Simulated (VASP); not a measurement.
Wanted: the native input for a VASP 6.6.1 run.

| Item | Value |
| --- | --- |
| Task | relaxation of cell and atoms |
| Functional | PBE |
| Potentials or basis | VASP PAW PBE potentials, release 64 (Al, N) |
| Cutoff | 600 eV |
| k mesh | 9 × 9 × 6 |
| Occupations | gaussian, width 0.02 eV |
| Spin | no spin polarisation |
| Dipole correction | no |
| Further INCAR settings | ALGO = Normal; EDIFF = 1e-06; IBRION = 2; EDIFFG = -0.005; NSW = 100; ISIF = 3 |

The structure of AlN lies in POSCAR:

```
AlN
1.0
    3.1130000000      0.0000000000      0.0000000000
   -1.5565000000      2.6959370820      0.0000000000
    0.0000000000      0.0000000000      4.9810000000
Al N
2 2
Direct
    0.3333333333      0.6666666667      0.0000000000
    0.6666666667      0.3333333333      0.5000000000
    0.3333333333      0.6666666667      0.3800000000
    0.6666666667      0.3333333333      0.8800000000
```

The input as run:

INCAR

```
PREC = Accurate
ENCUT = 600
EDIFF = 1E-6
ISMEAR = 0
SIGMA = 0.02
LREAL = F
LASPH = T
NELM = 60
ALGO = Normal
ISIF = 3
LWAVE = F
LCHARG = F
GGA = PE
IBRION = 2
NSW = 100
EDIFFG = -0.005
```

KPOINTS

```
Automatic mesh
0
Gamma
  9 9 6
```

Potentials or basis: VASP PAW PBE potentials, release 64 (Al, N).

The run is started by

```bash
$ cat potpaw_PBE.64/Al/POTCAR potpaw_PBE.64/N/POTCAR > POTCAR
$ mpirun -np 1 vasp_std > vasp.out
```

It gave:

The relaxed volume is 10.62 Å³/atom. The relaxed cell is a = 3.127 Å, b = 3.127 Å, c = 5.018 Å, α = 90.00°, β = 90.00°, γ = 120.00°. The space group after relaxing (to 0.05 Å) is P6_3mc (No. 186) and the energy gained by relaxing is 2.1 meV/atom. The ionic steps are 3, the pressure after relaxing is 0.0 GPa and the largest force after relaxing is 0.004 eV/Å. The band gap on the k mesh is 4.07 eV, direct.

Caveat: an odd mesh through Γ misses points on the zone boundary, where band edges often lie.

Run time: 33 s on 1 thread of AMD EPYC 9R45 96-Core Processor (Zen 5), with other jobs on the host, peak memory 0.16 GiB.
